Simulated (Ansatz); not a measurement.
## S: from a trial structure to a relaxed crystal

Theory: DFT r2SCAN, scalar-relativistic, plane waves, PAW (Ansatz 0.2.0). Cutoff 500 eV, Γ-centred k mesh, Gaussian smearing, no spin polarisation in the final step.

The start puts S on the hcp structure type (P6_3/mmc, No. 194), at a guessed volume.

```yaml
crystal:
  lattice:
    - [3.50330, 0.00000, 0.00000]
    - [-1.75165, 3.03395, 0.00000]
    - [0.00000, 0.00000, 5.68605]
  atoms:
    - { symbol: S, position: [0.33333, 0.66667, 0.25000] }
    - { symbol: S, position: [0.66667, 0.33333, 0.75000] }
```

Cell and atoms relax at zero pressure; the relaxation can't lower the symmetry of the start. After a coarse first stage the cell is made exact in the group found at 0.06 Å.

Energies count from the standard state of S at the same level.

Describe the relaxed structure.

It keeps P6_3/mmc (No. 194), but not the shape of the type it started on. Conventional cell: a = 3.361 Å, c = 3.481 Å. S has 6 S at 2.61 Å.

```
S
1.0
     3.36094    0.00000    0.00000
    -1.68047    2.91066    0.00000
     0.00000    0.00000    3.48134
S
2
Direct
  0.33333 0.66667 0.25000
  0.66667 0.33333 0.75000
```

What are its volume, energy, density and gap?

The volume per atom is 17.03 Å³. The density is 3.13 g/cm³, the energy over the standard structure is 0.92 eV/atom and the gap on the 21×21×16 mesh is 0 eV (a metal).

The final run used a 21×21×16 mesh on its 2-atom cell and 0.10 eV smearing. The k mesh leaves about 4 meV/atom of noise in metals. Symmetry constrained the relaxation, so the result can be a saddle point.